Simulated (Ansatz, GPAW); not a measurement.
This is a calculation of ZnSe (Stilleite) for GPAW 26.7.0 (ASE script). 

run.py

```python
from ase import Atoms
from ase.dft.bandgap import bandgap
from ase.io import write
from ase.units import GPa
from gpaw import GPAW, PW

atoms = Atoms(['Se', 'Zn'],
              cell=[[0.0, 2.8338, 2.8338],
                    [2.8338, 0.0, 2.8338],
                    [2.8338, 2.8338, 0.0]],
              scaled_positions=[[0.75, 0.75, 0.75],
                                [0.0, 0.0, 0.0]],
              pbc=True)

calc = GPAW(mode=PW(600),
            xc='PBE',
            kpts={'size': (8, 8, 8), 'gamma': True},
            occupations={'name': 'methfessel-paxton', 'order': 0, 'width': 0.019000000000000003},
            nbands=18,
            convergence={'density': 1e-05, 'energy': 1e-05},
            maxiter=150,
            txt='gpaw.txt')
atoms.calc = calc
energy = atoms.get_potential_energy()
forces = atoms.get_forces()
stress = atoms.get_stress()
calc.write('gs.gpw')
write('result.traj', atoms)
print(f'Energy: {energy:.6f} eV')
print('Forces (eV/A):')
print(forces.round(4))
print('Stress (GPa):', (stress / GPa).round(3))
print('Fermi level:', round(calc.get_fermi_level(), 4), 'eV')
print(f'Gap: {bandgap(calc)[0]:.4f} eV, direct: {bandgap(calc, direct=True)[0]:.4f} eV')
```

Potentials or basis: GPAW PAW data sets (gpaw-data 1.2.1), pw.

Command:

```bash
$ OMP_NUM_THREADS=1 python run.py
```

Question: Translate it to Ansatz 0.2.0. Potentials or basis there: all-electron LAPW, scalar-relativistic.

Answer: As run (cutoffs and basis follow the program's own potentials, and thresholds, step limits or extra output files can differ):

File input.yaml:

```yaml
crystal:
  lattice:
    - [0.0, 2.8338, 2.8338]
    - [2.8338, 0.0, 2.8338]
    - [2.8338, 2.8338, 0.0]
  atoms:
    - { symbol: Se, position: [0.75, 0.75, 0.75] }
    - { symbol: Zn, position: [0.0, 0.0, 0.0] }
kpoints:
  mp_grid: { grid: [8, 8, 8] }
scf:
  occupations: { method: gaussian, width: 0.019 }
hamiltonian:
  xc: pbe
  pseudopotentials: { kind: all_electron, lapw: { basis_error: 0.001 } }
output:
  forces: true
  stress: true
  eigenvalues: true
```

Potentials or basis: all-electron LAPW, scalar-relativistic.

The run is started by

```console
$ ansatz run input.yaml --threads 1 --pin off --max-ram 3072MiB --backend cpu --events-out ev --progress --plain --runs-dir out
```

Both were run:

|  | GPAW | Ansatz |
| --- | --- | --- |
| Pressure | 2.1 GPa | 2.1 GPa |

Where Ansatz's input types no cutoff or centring, it takes its own default and a Γ-centred mesh.

Pressure is positive in compression.
